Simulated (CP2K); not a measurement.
**A self-consistent single point of ZnTe (F-43m, 2 atoms in the cell) with CP2K**

Computed with PBE, GPW, DZVP-MOLOPT-SR-GTH basis, GTH-PBE potentials (GTH_POTENTIALS) (CP2K).

The input file:

```
&GLOBAL
  PROJECT calc
  RUN_TYPE ENERGY_FORCE
  PRINT_LEVEL LOW
&END GLOBAL
&FORCE_EVAL
  METHOD Quickstep
  STRESS_TENSOR ANALYTICAL
  &DFT
    BASIS_SET_FILE_NAME BASIS_MOLOPT
    POTENTIAL_FILE_NAME GTH_POTENTIALS
    &QS
      METHOD GPW
      EPS_DEFAULT 1E-10
    &END QS
    &MGRID
      CUTOFF 600
      REL_CUTOFF 50
      NGRIDS 5
    &END MGRID
    &SCF
      SCF_GUESS ATOMIC
      EPS_SCF 1E-6
      MAX_SCF 100
      ADDED_MOS 4
      &DIAGONALIZATION
        ALGORITHM STANDARD
      &END DIAGONALIZATION
      &MIXING
        METHOD BROYDEN_MIXING
        ALPHA 0.3
        NBUFFER 12
        BETA 1
      &END MIXING
    &END SCF
    &KPOINTS
      SCHEME MONKHORST-PACK 8 8 8
      GAMMA_CENTERED T
    &END KPOINTS
    &XC
      &XC_FUNCTIONAL PBE
      &END XC_FUNCTIONAL
    &END XC
    &PRINT
      &MO
        EIGENVALUES T
        OCCUPATION_NUMBERS T
        NDIGITS 8
        FILENAME mo
        &EACH
          QS_SCF 0
        &END EACH
        ADD_LAST NUMERIC
      &END MO
      &MULLIKEN OFF
      &END MULLIKEN
    &END PRINT
  &END DFT
  &SUBSYS
    &CELL
      A 4.34376300 0.00000000 0.00000000
      B 2.17188100 3.76180900 0.00000000
      C 2.17188100 1.25393600 3.54666700
      PERIODIC XYZ
    &END CELL
    &COORD
      Zn       4.34376250     2.50787250     1.77333350
      Te       2.17188125     1.25393625     0.88666675
    &END COORD
    &KIND Zn
      BASIS_SET DZVP-MOLOPT-SR-GTH
      POTENTIAL GTH-PBE-q12
    &END KIND
    &KIND Te
      BASIS_SET DZVP-MOLOPT-SR-GTH
      POTENTIAL GTH-PBE-q6
    &END KIND
  &END SUBSYS
  &PRINT
    &FORCES ON
    &END FORCES
    &STRESS_TENSOR ON
    &END STRESS_TENSOR
  &END PRINT
&END FORCE_EVAL
```

The program printed (abridged):

```
 GLOBAL| Method name                                                        CP2K
 GLOBAL| Project name                                                       calc
 GLOBAL| Run type                                                   ENERGY_FORCE

 TOTAL NUMBERS AND MAXIMUM NUMBERS

  Total number of            - Atomic kinds:                                   2
                             - Atoms:                                          2
                             - Shell sets:                                     2
                             - Shells:                                        12
                             - Primitive Cartesian functions:                 11
                             - Cartesian basis functions:                     44
                             - Spherical basis functions:                     38

  Maximum angular momentum of- Orbital basis functions:                        3
                             - Local part of the GTH pseudopotential:          0
                             - Non-local part of the GTH pseudopotential:      4

 SCF PARAMETERS         Density guess:                                    ATOMIC
                        max_scf:                                             100
                        max_diis:                                              4
                        eps_scf:                                        1.00E-06
                        eps_diis:                                       1.00E-01
                        eps_eigval:                                     1.00E-05
                        level_shift [a.u.]:                             0.000000
                        added MOs                                         4    0
                        Mixing method:                            BROYDEN_MIXING
                                                charge density mixing in g-space
                        No outer SCF

 Extrapolation method: initial_guess

 Number of electrons:                                                         18
 Number of occupied orbitals:                                                  9
 Number of molecular orbitals:                                                13

 Number of orbital functions:                                                 38
 Number of independent orbital functions:                                     38

 SCF WAVEFUNCTION OPTIMIZATION

  Step     Update method      Time    Convergence         Total energy    Change
     1 NoMix/Diag. 0.30E+00      -     1.45810245       -68.8145886437 -6.88E+01
     2 Broy./Diag. 0.30E+00      -     0.03669314       -68.8734268439 -5.88E-02
     3 Broy./Diag. 0.30E+00      -     0.05808834       -68.7414618628  1.32E-01
     4 Broy./Diag. 0.30E+00      -     0.01788929       -68.6907579756  5.07E-02
     5 Broy./Diag. 0.30E+00      -     0.00248528       -68.7253864616 -3.46E-02
     6 Broy./Diag. 0.30E+00      -     0.00155302       -68.7281372584 -2.75E-03
     7 Broy./Diag. 0.30E+00      -     0.00014177       -68.7230003983  5.14E-03
     8 Broy./Diag. 0.30E+00      -     0.00029454       -68.7223808019  6.20E-04
     9 Broy./Diag. 0.30E+00      -     0.00003978       -68.7232364002 -8.56E-04
    10 Broy./Diag. 0.30E+00      -     0.00004590       -68.7235871829 -3.51E-04
    11 Broy./Diag. 0.30E+00      -     0.00000099       -68.7235924522 -5.27E-06

  *** SCF run converged in    11 steps ***

  Electronic density on regular grids:        -17.9999999767        0.0000000233
  Core density on regular grids:               17.9999999972       -0.0000000028
  Total charge density on r-space grids:        0.0000000205
  Total charge density g-space grids:           0.0000000205

  Overlap energy of the core charge distribution:               0.00000000352107
  Self energy of the core charge distribution:                -97.31188111115264
  Core Hamiltonian energy:                                     29.04006976102277
  Hartree energy:                                              10.36968057039985
  Exchange-correlation energy:                                -10.82146167601962

  Total energy:                                               -68.72359245222856

 ENERGY| Total FORCE_EVAL ( QS ) energy [hartree]            -68.723587632071926

 FORCES| Atomic forces [hartree/bohr]
 FORCES|   Atom     x               y               z               |f|
 FORCES|      1  2.15520273E-08  5.84618462E-09 -1.82541863E-08   2.88423833E-08
 FORCES|      2 -2.30003180E-08 -6.68066858E-09  1.76700955E-08   2.97637067E-08
 FORCES| Sum    -1.44829068E-09 -8.34483961E-10 -5.84090718E-10
 FORCES| Total atomic force                                       1.77061327E-09

 STRESS| Analytical stress tensor [bar]
 STRESS|                        x                   y                   z
 STRESS|      x        1.48727661832E+04   1.05572384733E+00   7.46508376022E-01
 STRESS|      y        1.05572384733E+00   1.48716085421E+04   4.24563134090E-01
 STRESS|      z        7.46508376022E-01   4.24563134090E-01   1.48714763543E+04
 STRESS| 1/3 Trace                                             1.48719503599E+04
```

The run converged in 11 iterations.

The starting cell comes from a database of computed structures (which also holds hypothetical and non-ambient phases and stackings), without a prior relaxation at this level. Its lattice was rescaled by a random factor within 2.5 % of one. Values carry the incompleteness of an atom-centred basis.

Cost on one core of a shared machine: roughly 70 s.
